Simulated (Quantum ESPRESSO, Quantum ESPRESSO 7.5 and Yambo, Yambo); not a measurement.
# As (buckled honeycomb monolayer): G0W0 on several meshes in Yambo

How does the mesh move the gap of As (buckled honeycomb monolayer)?

Program: Quantum ESPRESSO 7.5 and Yambo 5.3.0. Level of theory: PBE and many-body steps on it, plane waves. Results are calculated unless marked as measured.

## Step 1: The structure

The cell holds 2 atoms: 2 As. Cell: a = 3.611 Å, b = 3.611 Å, c = 14.000 Å, α = 90.0°, β = 90.0°, γ = 120.0°. Vacuum lies along c.

The structure was relaxed with PBE. The runs that relaxed it are not among those shown.

## Step 2: Empty states on the mesh, 6×6×1 mesh, 225 bands

This step: Quantum ESPRESSO 7.5; DFT, PBE, plane waves, norm-conserving pseudopotentials.

The sums over transitions need many empty states on a uniform mesh; this step solves for them.

Input file pw.in:

```
&control
  calculation = 'nscf'
  prefix = 'x'
  outdir = 'o'
  pseudo_dir = 'pseudo'
/
&system
  ibrav = 0
  nat = 2
  ntyp = 1
  ecutwfc = 76.0
  nbnd = 225
  force_symmorphic = .true.
/
&electrons
  conv_thr = 1e-9
  electron_maxstep = 80
  diago_full_acc = .true.
  diago_thr_init = 5e-6
/
ATOMIC_SPECIES
  As 74.922 As.upf
CELL_PARAMETERS angstrom
  3.6113928119 0.0000000000 0.0000000000
  -1.8056964060 3.1275579181 0.0000000000
  0.0000000000 0.0000000000 14.0000000000
ATOMIC_POSITIONS crystal
  As 0.3333333333 0.6666666667 0.4503491445
  As 0.6666666667 0.3333333333 0.5496508555
K_POINTS automatic
  6 6 1 0 0 0
```

On the command line:

```bash
> OMP_NUM_THREADS=1 mpirun -n 4 pw.x -nk 4 -in pw.in > pw.out
```

Log:

```text
Program PWSCF v.7.5 starts

     This program is part of the open-source Quantum ESPRESSO suite
     for quantum simulation of materials; please cite
         "P. Giannozzi et al., J. Phys.:Condens. Matter 21 395502 (2009);
         "P. Giannozzi et al., J. Phys.:Condens. Matter 29 465901 (2017);
         "P. Giannozzi et al., J. Chem. Phys. 152 154105 (2020);
     in publications or presentations arising from this work. More details at

     Atomic positions and unit cell read from directory:
     o/x.save/

     Message from routine setup:
[...]
67.8166

          k = 0.0000 0.3849 0.0000 ( 11944 PWs)   bands (ev):

[...]
29.6949  29.9048  29.9395  30.4629  30.6375  31.1528  31.4642  31.5106
     [... 17 further rows ...]
    67.9047  68.0835  68.2906  68.5945  68.7537  68.9222  68.9665  69.2437
    69.3829

          k = 0.0000-0.5774 0.0000 ( 11918 PWs)   bands (ev):

     [... further k-points ...]

     highest occupied, lowest unoccupied level (ev):    -1.1908    0.4471

     XML data file, pseudopotentials, collected wavefunctions

=------------------------------------------------------------------------------=
   JOB DONE.
=------------------------------------------------------------------------------=
```

Run time: 59 s. Hardware: 4 MPI ranks of Arm Neoverse V1, shared host; peak memory 1.1 GiB; 4 min of CPU time.

This step gave:

```yaml
gap: 1.638 eV
k_of_the_valence_top: 0, 0, 0
k_of_the_conduction_bottom: 0, 0.3333, 0
least_direct_gap: 1.936 eV
k_points_computed: 7
lowest_point_of_the_top_converged_band_above_the_valence_top: 66.9914 eV
```

On this mesh the gap is 1.638 eV.

The density comes from a self-consistent run that is not shown.

## Step 3: Conversion and set-up

This step: Yambo 5.3.0; conversion and set-up on PBE, plane waves, norm-conserving pseudopotentials.

The states are converted to the many-body program's format and the q mesh is built.

On the command line:

```bash
> (cd o/x.save; p2y > p2y.log; mv SAVE ../..); yambo > setup.log
```

Log:

```text
 Yambo, version 5.3.0

 [02] CORE Variables Setup
 =========================

  [02.01] Unit cells
  ==================

  Cell kind             :  HCP
  Atoms in the cell     :  As
  number of As atoms    :  2

  List of atomic masses
  Mass of As    :  74.92200

  List of atomic coordinates    : [cc]
  As1       : -0.40422E-09   3.9402       11.915      order 1
  As2       :   3.41227   1.97008  14.54165  order 2

  Alat factors          :   6.82454   5.91023  26.45617 [a.u.]
  Direct lattice volume :   1067.10    [a.u.]
  Direct lattice vectors:  A[ 1 ]  A[ 2 ]  A[ 3 ]
[...]
BZ  Q-points                                      :   36

 K/Q-points units:
 rlu = crystal or reduced units; cc = cartesian coordinates; iku = interal k-units

 Q [1]          [rlu]:  0.000000  0.000000  0.000000
 Q [2]          [rlu]:  0.10868E-16  0.16667       0.0000
 Q [3]          [rlu]:  0.21736E-16  0.33333       0.0000
 Q [4]          [rlu]: -0.32605E-16 -0.50000       0.0000
 Q [5]          [rlu]:  0.166667  0.166667  0.000000
 Q [6]          [rlu]:  0.166667  0.333333  0.000000
 Q [7]          [rlu]:  0.333333  0.333333  0.000000

  [03.01] X indexes
  =================

   [03.01.01] Sigma indexes
   ========================

 [06] Game Over & Game summary
```

Run time: 2.3 s. Hardware: 1 MPI rank; peak memory 0.25 GiB.

## Step 4: 6×6×1

G0W0 replaces the xc potential by the self-energy, built once from these orbitals. Only a window of levels is corrected, while the sums run over the empty bands that the input names.

This step: G0W0 on PBE, plane waves, norm-conserving pseudopotentials.

Input file gw2.in:

```
HF_and_locXC
gw0
dyson
ppa
em1d
rim_cut
rim_w
RandQpts= 3000000
RandGvec= 100 RL
CUTGeo= "slab z"
RandGvecW= 9 RL
EXXRLvcs= 76 Ry
VXCRLvcs= 304 Ry
Chimod= "HARTREE"
% BndsRnXp
 1 | 112 |
%
NGsBlkXp= 9.5 Ry
% LongDrXp
 1 | 1 | 0 |
%
% GbndRnge
 1 | 112 |
%
DysSolver= "n"
ExtendOut
PPAPntXp= 27.21138 eV
% QPkrange
 1 | 1 | 14 | 17 |
 3 | 3 | 14 | 17 |
%
```

On the command line:

```bash
> OMP_NUM_THREADS=1 mpirun -n 4 yambo -F gw2.in -J gw2 -C gw2 > gw2.log
```

Log:

```text
 Yambo, version 5.3.0

 [02] CORE Variables Setup
 =========================

  [... cell, symmetries and grids as in the set-up ...]

  [02.05] Energies & Occupations
  ==============================

  [X] === General ===
  [X] Electronic Temperature                        :  0.000000  0.000000 [eV K]
  [X] Bosonic    Temperature                        :  0.000000  0.000000 [eV K]
  [X] Finite Temperature mode                       : no
  [X] El. density                                   :  0.18972E+24 [cm-3]
  [X] Fermi Level                                   : -1.190779 [eV]

  [X] === Gaps and Widths ===
  [X] Conduction Band Min                           :  1.637909 [eV]
  [X] Valence Band Max                              :  0.000000 [eV]
  [X] Filled Bands                                  :  15
  [X] Empty Bands                                   :   16  225
  [X] Direct Gap                                    :  1.935692 [eV]
  [X] Direct Gap localized at k                     :  1
  [X] Indirect Gap                                  :  1.637909 [eV]
  [X] Indirect Gap between kpts                     :  1  3
  [X] Last valence band width                       :  1.955912 [eV]
  [X] 1st conduction band width                     :  1.154846 [eV]

 [03] Transferred momenta grid and indexing
 ==========================================

 IBZ Q-points                                      :   7
 BZ  Q-points                                      :   36

 K/Q-points units:
 rlu = crystal or reduced units; cc = cartesian coordinates; iku = interal k-units

 Q [1]          [rlu]:  0.000000  0.000000  0.000000
 Q [2]          [rlu]:  0.10868E-16  0.16667       0.0000
 Q [3]          [rlu]:  0.21736E-16  0.33333       0.0000
 Q [4]          [rlu]: -0.32605E-16 -0.50000       0.0000
 Q [5]          [rlu]:  0.166667  0.166667  0.000000
 Q [6]          [rlu]:  0.166667  0.333333  0.000000
 Q [7]          [rlu]:  0.333333  0.333333  0.000000

 [04] Coloumb potential Random Integration (RIM)
 ===============================================

 Performing RIM of v_slab

  [04.01] RIM initialization
  ==========================

  * Diagonal components only detected *

  8 x (sBL volume)        :  0.051656 [a.u.]
  sBZ random points       :  3000000
  Points outside the sBZ  :  24000829
  RL volume               :  0.232453 [a.u.]
  Integrated volume       :  0.232445 [a.u.]

  [04.02] RIM integrals
  =====================

  Gamma point sphere radius             :  0.041603 [a.u.]
  Points outside the sphere             :  2398884
  [Int_sBZ(q=0) 1/q^2]*(Vol_sBZ)^(-1/3) =:  7.487273
                                 should be <:  7.795600

  Summary of Coulomb integrals for non-metallic bands |Q|[au] RIM/Bare

  Q [1] 0.100000E-4 0.960449 * Q [2] 0.177184 0.997450
  Q [5] 0.306892 1.024425 * Q [3] 0.354368 1.023516
  Q [6] 0.468785 1.017616 * Q [4] 0.531552 1.014593
  Q [7] 0.613783 1.011288
  Non-periodic chartesian directions : none
  Optical renormalization            :  26.45617 [au]
  Polarizability dimension           : length

 [05] Coloumb potential CutOffslab
 =================================

 Cut directionsZ
 Slab Cutoff:Z
 Symmetry test passed : yes

 [06] Dipoles
 ============

  [06.01] Setup: observables and procedures
  =========================================

 [07] Dynamic Dielectric Matrix (PPA)
 ====================================

 [WR./gw2//ndb.pp]---------------------------------------------------------------
  Brillouin Zone Q/K grids (IBZ/BZ)                :    7   36    7   36
  RL vectors                                       :  14617 [WF]
  Coulomb cutoff potential                         : slab z
  Electronic Temperature                           :  0.000000 [K]
  Bosonic    Temperature                           :  0.000000 [K]
  PPA    diel. fun.  energies                      : Perdew, Burke & Ernzerhof(X)+Perdew, Burke & Ernzerhof(C)
  wavefunctions                                    : Perdew, Burke & Ernzerhof(X)+Perdew, Burke & Ernzerhof(C)
[...]
X poles                                          :  100.0000 [o/o]
  RL vectors in the sum                            :  14617
  [r,Vnl] included                                 : yes
  Field direction                                  :  0.707107E-5  0.707107E-5   0.00000
  BZ energy Double Grid                            : no
  BZ energy DbGd points                            : 0
  BZ Q point size factor                           : -1.000000
  X Optical Averaged directions                    : none

 [08] Local Exchange-Correlation + Non-Local Fock
 ================================================

 [VXC] Plane waves :   95457
 [EXS] Plane waves :  12073

 QP @ state[ 1 ] K range:  1  1
 QP @ state[ 1 ] b range:  14  17
 QP @ state[ 2 ] K range:  3  3
 QP @ state[ 2 ] b range:  14  17

 [xc] Functional : Perdew, Burke & Ernzerhof(X)+Perdew, Burke & Ernzerhof(C)
 [xc] LIBXC used to calculate xc functional
  PP Number of Atomic Species                      :  1
  NLCC RL compoments                               :   95457
  PP Number of Atomic Species                      :  1
  NLCC RL compoments                               :   95457

 [xc] E_xc :  -21.87158 [Ha]
      E_xc :  -43.74316 [Ry]

  Local XC kind (lXC) : Perdew, Burke & Ernzerhof(X)+Perdew, Burke & Ernzerhof(C)
  Non-Local XC kind (nlXC) : Hartree-Fock

  Corrections @ K [1] :  [eV]
 <14|nlXC|14> = -15.51940  0.15273E-16 <14|lXC|14> = -13.27479  0.37763E-15
 <15|nlXC|15> = -15.51942 -0.67393E-19 <15|lXC|15> = -13.27479  0.47204E-16
 <16|nlXC|16> = -8.987752  0.27266E-17 <16|lXC|16> = -12.19209  0.18882E-15
 <17|nlXC|17> = -9.078108  0.65884E-18 <17|lXC|17> = -12.53426  0.000000

  Corrections @ K [3] :  [eV]
 <14|nlXC|14> = -15.53026 -0.75883E-18 <14|lXC|14> = -12.67475  0.28323E-15
 <15|nlXC|15> = -14.72921  0.11610E-17 <15|lXC|15> = -11.95550  0.000000
 <16|nlXC|16> = -7.644538 -0.11310E-17 <16|lXC|16> = -10.51954  0.14161E-15
 <17|nlXC|17> = -6.598290  0.19190E-17 <17|lXC|17> = -10.33825 -0.94408E-16

 [09] Dyson equation: Newton solver
 ==================================

  [09.01] RIM-W interpolation
  ===========================

  [WARNING] RIM-W works only for 2D semiconductors with slab cutoff
  Found compatible q grid: 2D
  q_min[ 1 ]:  0.16667      0.11217E-11   0.0000     [rlu]
   0.166667  0.083333  0.000000 [iku]
  q_min[ 2 ]:  0.10868E-16  0.16667       0.0000     [rlu]
   0.10868E-16  0.16667       0.0000     [iku]
  G-vectors :   9
  G-vectors loaded:   63
  Number of interpolated frequencies:  2

  Evaluating coefficients q = 0
  Evaluating coefficients q = 0

  [09.02] RIM-W integrals
  =======================

  8 x (sBL volume)        :  0.051656 [a.u.]
  sBZ random points       :  3000000
  Points outside the sBZ  :  24000829
  RL volume               :  0.232453 [a.u.]
  Integrated volume       :  0.232445 [a.u.]

  [09.03] RIM integrals
  =====================

  Comparison between head Wc = W - v averages: < Wc > [au] RIM-W/RIM

   < -Wc [Q = 1] > 0.364971E-1 0.486814E-4 * < -Wc [Q = 2] > 0.005330 0.005141
   < -Wc [Q = 3] > 0.976153E-3 0.954984E-3 * < -Wc [Q = 4] > 0.326171E-3 0.322316E-3
   < -Wc [Q = 5] > 0.001432 0.001398 * < -Wc [Q = 6] > 0.469397E-3 0.464413E-3
   < -Wc [Q = 7] > 0.218551E-3 0.217087E-3

  Comparison between head Wc = W - v averages: < Wc > [au] RIM-W/RIM

   < -Wc [G = 1,G`=0] > 0.364971E-1 0.486814E-4 * < -Wc [G = 2,G`=0] >-0.002024 0.000000
   < -Wc [G = 3,G`=0] >-0.002024 0.000000 * < -Wc [G = 4,G`=0] > 0.704476E-4  0.00000
   < -Wc [G = 5,G`=0] > 0.704684E-4  0.00000 * < -Wc [G = 6,G`=0] > 0.517230E-4  0.00000
   < -Wc [G = 7,G`=0] > 0.516969E-4  0.00000 * < -Wc [G = 8,G`=0] >-0.169400E-4  0.00000
   < -Wc [G = 9,G`=0] >-0.169378E-4  0.00000

 [10] G0W0 (W PPA)
 =================

 [  GW  ] Bands range     :    1  112
 [GW/PPA] G damping       :  0.100000 [eV]

 QP @ state[ 1 ] K range:  1  1
 QP @ state[ 1 ] b range:  14  17
 QP @ state[ 2 ] K range:  3  3
 QP @ state[ 2 ] b range:  14  17

  Sc/G bands                                       :    1  112
  Sc/G damping                                     :  0.100000 ev
  Sc bands terminator                              : no
  Sx RL components                                 :  12073

  QP @ state[ 1 ] K range                          :  1  1
  QP @ state[ 1 ] b range                          :  14  17
  QP @ state[ 2 ] K range                          :  3  3
  QP @ state[ 2 ] b range                          :  14  17
  GF energies kind                                 : Perdew, Burke & Ernzerhof(X)+Perdew, Burke & Ernzerhof(C)
  GF WF`s kind                                     : Perdew, Burke & Ernzerhof(X)+Perdew, Burke & Ernzerhof(C)
  Xs energies kind                                 : Perdew, Burke & Ernzerhof(X)+Perdew, Burke & Ernzerhof(C)
  Xs WF`s kind                                     : Perdew, Burke & Ernzerhof(X)+Perdew, Burke & Ernzerhof(C)

 [14] Game Over & Game summary
```

The job ended after 4.6 min (4 MPI ranks; peak memory 2.3 GiB).

Numbers from this step:

```yaml
g0w0_gap_on_the_points_computed: 2.850 eV
starting_gap_on_the_mesh: 1.638 eV
k_of_the_valence_top: 0, 0, 0
k_of_the_conduction_bottom: 0, 0.3333, 0
least_direct_g0w0_gap_on_the_computed_points: 3.236 eV
z_at_the_valence_top: 0.7382
z_at_the_conduction_bottom: 0.7454
```

The gap on the mesh goes from 1.64 eV to 2.85 eV, a correction of +1.21 eV.

## Step 5: Empty states on the mesh, 3×3×1 mesh, 112 bands

This step: Quantum ESPRESSO 7.5; DFT, PBE, plane waves, norm-conserving pseudopotentials.

Edit pw.in of step 2 so:

```diff
@@ -11,3 +11,3 @@
   ecutwfc = 76.0
-  nbnd = 225
+  nbnd = 112
   force_symmorphic = .true.
@@ -30,2 +30,2 @@
 K_POINTS automatic
-  6 6 1 0 0 0
+  3 3 1 0 0 0
```

On the command line:

```bash
> OMP_NUM_THREADS=1 mpirun -n 4 pw.x -nk 4 -in pw.in > pw.out
```

Log:

```text
[banner, memory and clock lines left out]
Program PWSCF v.7.5 starts

     Atomic positions and unit cell read from directory:
     o/x.save/

     Message from routine setup:
     using ibrav=0 with symmetry is DISCOURAGED, use correct ibrav instead

     Message from routine divide_et_impera:
     suboptimal parallelization: some nodes have no k-points

     G-vector sticks info

     bravais-lattice index     =            0
     lattice parameter (alat)  =       6.8245  a.u.
     unit-cell volume          =    1067.0990 (a.u.)^3
     number of atoms/cell      =            2
[...]
-36.2183 -36.2183 -14.6245  -8.3377  -1.7059  -1.1908  -1.1908   0.7449
     2.3021   2.3021   3.8047   3.8602   5.7462   7.0097   8.0039   8.9776
[...]
k = 0.0000 0.3849 0.0000 ( 11944 PWs)   bands (ev):

[...]
k = 0.3333 0.5774 0.0000 ( 11952 PWs)   bands (ev):

[...]
38.6184  38.6492  38.9952  38.9952  39.3691  39.4382  39.4382  39.7578
    39.9082  39.9082  39.9088  40.0635  40.0635  40.1553  40.1979  40.1980

     highest occupied, lowest unoccupied level (ev):    -1.1908    0.4471

     XML data file, pseudopotentials, collected wavefunctions
```

Wall time 13 s (4 MPI ranks); peak memory 0.61 GiB.

This step gave:

| Property | Result |
| --- | --- |
| gap | 1.638 eV |
| k of the valence top | 0, 0, 0 |
| k of the conduction bottom | 0, 0.3333, 0 |
| least direct gap | 1.936 eV |
| k points computed | 3 |
| lowest point of the top converged band, above the valence top | 41.39 eV |

On this mesh the gap is 1.638 eV.

(Part 1 of 2 ends here.)

[Paths, hosts, dates, memory and timing lines, banners, echoed tables and standing remarks are left out of the program output.]

[Logs are printed without paths, hosts, clocks, repeated set-up lines and the standing remarks that a program may print on its own settings, such as how far it seeks lower states.]

[Runs of the session that timed out or met a known fault of the program may be left out.]

[Hosts, paths, dates, database ids (printed as entryN), source tags and the programs' standing remarks are cut or masked in the printed files.]
